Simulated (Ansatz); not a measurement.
Gd: eigenvalues along the path

```
CELL_PARAMETERS angstrom
3.26020 0.00000 0.00000
0.00000 3.26020 0.00000
0.00000 0.00000 3.26020
ATOMIC_POSITIONS crystal
Gd 0.00000 0.00000 0.00000
```

The structure comes from a relaxation in the same program, started in the sc type, and has space group Pm-3m. Whether it is a known phase or the ground state wasn't checked.

Where the f shell is localised, expect the real compound to differ from this run without U.

The magnetic state is the one reached from the start moments; no search over orders was made, so it needn't be the ground state.

Spin–orbit coupling is left out, though it moves levels of the heavy atoms by tenths of an eV or more.

All numbers below come from DFT, PBE, all-electron LAPW, scalar-relativistic in Ansatz 0.2.0.

Sampling and basis: a Γ-centred 10×10×10 k mesh, Fermi–Dirac smearing of 0.05 eV, basis error target 0.5 meV/atom, spin-polarised from start moments Gd 7 μB, ending with a cell moment of 7.87 μB.

Path points, in fractions of the reciprocal vectors: Γ (0.000, 0.000, 0.000), X (0.000, 0.500, 0.000), M (0.500, 0.500, 0.000), R (0.500, 0.500, 0.500). Levels in eV from the Fermi level, spin up; bands 13 to 23, counted from the lowest band of the run. The gap is zero.

```
# k(1/Å) point b13 b14 b15 b16 b17 b18 b19 b20 b21 b22 b23
0.000 Γ -4.88 -4.88 -4.88 -4.82 -4.82 -4.82 -4.77 -4.73 -1.35 -1.35 5.47
0.120 - -4.88 -4.88 -4.88 -4.83 -4.82 -4.82 -4.77 -4.64 -1.33 -1.26 5.29
0.241 - -4.89 -4.87 -4.87 -4.85 -4.81 -4.81 -4.77 -4.40 -1.25 -1.00 4.83
0.361 - -4.90 -4.88 -4.87 -4.87 -4.80 -4.80 -4.77 -4.04 -1.14 -0.60 4.27
0.482 - -4.91 -4.91 -4.86 -4.86 -4.79 -4.79 -4.78 -3.61 -1.01 -0.16 3.71
0.602 - -4.94 -4.92 -4.85 -4.85 -4.78 -4.77 -4.77 -3.14 -0.87 0.21 3.22
0.723 - -4.96 -4.93 -4.85 -4.85 -4.79 -4.76 -4.76 -2.70 -0.74 0.39 2.86
0.843 - -4.97 -4.94 -4.85 -4.85 -4.79 -4.74 -4.74 -2.36 -0.65 0.38 2.62
0.964 X -4.98 -4.94 -4.85 -4.85 -4.79 -4.74 -4.74 -2.22 -0.62 0.35 2.55
1.084 - -4.97 -4.94 -4.85 -4.85 -4.79 -4.75 -4.74 -2.11 -0.54 0.19 2.57
1.205 - -4.97 -4.93 -4.86 -4.84 -4.79 -4.77 -4.74 -1.84 -0.26 -0.21 2.63
1.325 - -4.97 -4.92 -4.88 -4.82 -4.80 -4.79 -4.74 -1.49 -0.71 0.26 2.72
1.445 - -4.96 -4.90 -4.90 -4.81 -4.81 -4.80 -4.74 -1.21 -1.16 1.02 2.84
1.566 - -4.96 -4.92 -4.88 -4.82 -4.81 -4.79 -4.74 -1.66 -0.88 1.96 2.95
1.686 - -4.95 -4.94 -4.86 -4.83 -4.82 -4.77 -4.73 -2.00 -0.65 2.92 3.06
1.807 - -4.95 -4.95 -4.84 -4.83 -4.82 -4.76 -4.73 -2.22 -0.51 3.13 3.23
1.927 M -4.95 -4.95 -4.83 -4.83 -4.82 -4.76 -4.73 -2.30 -0.46 3.16 3.16
2.098 - -4.95 -4.95 -4.84 -4.83 -4.82 -4.76 -4.73 -2.15 -0.56 3.19 3.23
2.268 - -4.94 -4.94 -4.86 -4.84 -4.81 -4.78 -4.74 -1.83 -0.78 2.79 2.90
2.438 - -4.93 -4.92 -4.87 -4.85 -4.80 -4.80 -4.76 -1.92 -0.68 1.78 2.19
2.609 - -4.91 -4.90 -4.87 -4.85 -4.82 -4.79 -4.77 -2.58 -0.47 0.79 2.13
2.779 - -4.90 -4.89 -4.86 -4.85 -4.85 -4.79 -4.78 -3.37 -0.70 -0.09 2.96
2.949 - -4.89 -4.88 -4.86 -4.84 -4.84 -4.81 -4.77 -4.08 -1.03 -0.77 4.12
3.120 - -4.88 -4.88 -4.88 -4.83 -4.83 -4.81 -4.77 -4.56 -1.27 -1.20 5.10
3.290 Γ -4.88 -4.88 -4.88 -4.82 -4.82 -4.82 -4.77 -4.73 -1.35 -1.35 5.47
3.499 - -4.88 -4.88 -4.88 -4.83 -4.82 -4.82 -4.77 -4.47 -1.18 -1.18 5.01
3.707 - -4.88 -4.88 -4.86 -4.84 -4.84 -4.84 -4.78 -3.75 -0.67 -0.67 3.97
3.916 - -4.87 -4.87 -4.86 -4.85 -4.85 -4.85 -4.79 -2.71 0.09 0.09 3.01
4.125 - -4.87 -4.87 -4.87 -4.86 -4.86 -4.83 -4.81 -1.72 0.80 0.80 2.40
4.333 - -4.88 -4.88 -4.88 -4.84 -4.84 -4.84 -4.81 -1.24 0.39 0.39 3.04
4.542 - -4.89 -4.88 -4.88 -4.86 -4.81 -4.81 -4.79 -1.14 -0.36 -0.36 4.47
4.750 - -4.89 -4.88 -4.88 -4.88 -4.79 -4.79 -4.78 -1.09 -0.88 -0.88 6.11
4.959 R -4.89 -4.88 -4.88 -4.88 -4.78 -4.78 -4.78 -1.06 -1.06 -1.06 5.79
5.129 - -4.89 -4.88 -4.88 -4.88 -4.79 -4.78 -4.78 -1.11 -0.97 -0.89 6.10
5.300 - -4.90 -4.88 -4.87 -4.87 -4.81 -4.80 -4.78 -1.19 -0.68 -0.41 4.55
5.470 - -4.91 -4.87 -4.86 -4.85 -4.84 -4.80 -4.79 -1.22 -0.23 0.21 3.10
5.640 - -4.93 -4.88 -4.86 -4.85 -4.83 -4.80 -4.79 -1.12 0.35 0.36 1.84
5.811 - -4.95 -4.90 -4.86 -4.85 -4.81 -4.79 -4.78 -0.86 -0.48 0.80 1.05
5.981 - -4.96 -4.93 -4.85 -4.85 -4.80 -4.77 -4.76 -1.39 -0.43 0.03 1.75
6.151 - -4.97 -4.94 -4.85 -4.85 -4.79 -4.75 -4.75 -2.00 -0.46 0.07 2.32
6.322 X -4.98 -4.94 -4.85 -4.85 -4.79 -4.74 -4.74 -2.22 -0.62 0.35 2.55
7.685 R -4.89 -4.88 -4.88 -4.88 -4.78 -4.78 -4.78 -1.06 -1.06 -1.06 5.79
7.805 - -4.89 -4.88 -4.88 -4.88 -4.78 -4.78 -4.78 -1.13 -0.98 -0.98 5.94
7.925 - -4.89 -4.89 -4.88 -4.87 -4.79 -4.79 -4.77 -1.29 -0.72 -0.72 4.87
8.046 - -4.90 -4.90 -4.87 -4.85 -4.81 -4.81 -4.77 -1.52 -0.30 -0.30 3.42
8.166 - -4.91 -4.91 -4.86 -4.82 -4.82 -4.82 -4.77 -1.76 0.25 0.25 2.13
8.287 - -4.93 -4.93 -4.85 -4.83 -4.83 -4.80 -4.76 -1.98 0.94 0.94 1.05
8.407 - -4.94 -4.94 -4.83 -4.83 -4.83 -4.76 -4.76 -2.15 0.23 1.72 1.72
8.528 - -4.95 -4.95 -4.83 -4.83 -4.83 -4.76 -4.74 -2.26 -0.28 2.56 2.56
8.648 M -4.95 -4.95 -4.83 -4.83 -4.82 -4.76 -4.73 -2.30 -0.46 3.16 3.16
```
